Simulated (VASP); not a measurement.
Crystal: HfO2.

```
CELL_PARAMETERS angstrom
5.11800 0.00000 0.00000
0.00000 5.18570 0.00000
-0.85866 0.00000 5.21387
ATOMIC_POSITIONS crystal
Hf 0.27550 0.03970 0.20800
Hf 0.72450 0.53970 0.29200
Hf 0.72450 0.96030 0.79200
Hf 0.27550 0.46030 0.70800
O 0.44870 0.75810 0.48010
O 0.55130 0.25810 0.01990
O 0.55130 0.24190 0.51990
O 0.44870 0.74190 0.98010
O 0.07420 0.33160 0.34670
O 0.92580 0.83160 0.15330
O 0.92580 0.66840 0.65330
O 0.07420 0.16840 0.84670
```

```yaml
Program: VASP 6.6.1
Task: relaxation of cell and atoms
Functional: LDA
Potentials_or_basis: VASP PAW LDA potentials, release 64 (Hf_pv, O)
Cutoff: 600 eV
k_mesh: 6 × 6 × 6
Occupations: gaussian, width 0.03 eV
Spin: no spin polarisation
```

At the start: pressure -10.5 GPa; volume 11.53 Å³/atom.

Q: Where does the relaxation end?

A: Over 29 steps the energy falls by 19.7 meV/atom and the volume is 11.00 Å³/atom (-4.6 %); space group P2_1/c (No. 14, to 0.05 Å).

The path:
```tsv
step	energy change (eV)	largest force (eV/Å)	pressure (GPa)	volume (Å³)
1	0.0000	0.4148	-10.46	138.38
2	0.3447	0.6996	21.77	123.85
3	-0.2075	0.3655	0.12	132.62
4	-0.2076	0.3648	0.33	132.51
5	-0.2210	0.3492	0.01	132.34
6	-0.2231	0.1947	0.08	132.38
7	-0.2294	0.0734	-0.04	132.43
8	-0.2297	0.0828	-0.07	132.44
9	-0.2316	0.0283	0.02	132.37
10	-0.2318	0.0342	0.05	132.35
11	-0.2322	0.0277	-0.06	132.40
12	-0.2322	0.0338	-0.13	132.44
13	-0.2325	0.0323	0.03	132.36
14	-0.2325	0.0339	0.17	132.29
15	-0.2328	0.0284	0.10	132.31
16	-0.2330	0.0313	-0.07	132.36
17	-0.2332	0.0249	-0.05	132.33
18	-0.2338	0.0256	-0.01	132.26
19	-0.2343	0.0361	0.07	132.13
20	-0.2345	0.0325	0.02	132.13
21	-0.2350	0.0362	-0.13	132.13
22	-0.2350	0.0814	-0.43	132.13
23	-0.2352	0.0558	-0.28	132.13
24	-0.2355	0.0391	-0.17	132.06
25	-0.2357	0.0253	0.13	131.89
26	-0.2357	0.0247	0.09	131.91
27	-0.2358	0.0192	0.04	131.93
28	-0.2359	0.0117	-0.04	131.96
29	-0.2358	0.0093	-0.07	131.98
```

Final structure:
```
CELL_PARAMETERS angstrom
5.03057 0.00000 -0.00770
0.00000 5.12510 0.00000
-0.85193 0.00000 5.12015
ATOMIC_POSITIONS crystal
Hf 0.27787 0.04239 0.20801
Hf 0.72213 0.54239 0.29199
Hf 0.72213 0.95761 0.79199
Hf 0.27787 0.45761 0.70801
O 0.44624 0.75869 0.48225
O 0.55376 0.25869 0.01775
O 0.55376 0.24131 0.51775
O 0.44624 0.74131 0.98225
O 0.07350 0.34201 0.33669
O 0.92650 0.84201 0.16331
O 0.92650 0.65799 0.66331
O 0.07350 0.15799 0.83669
```
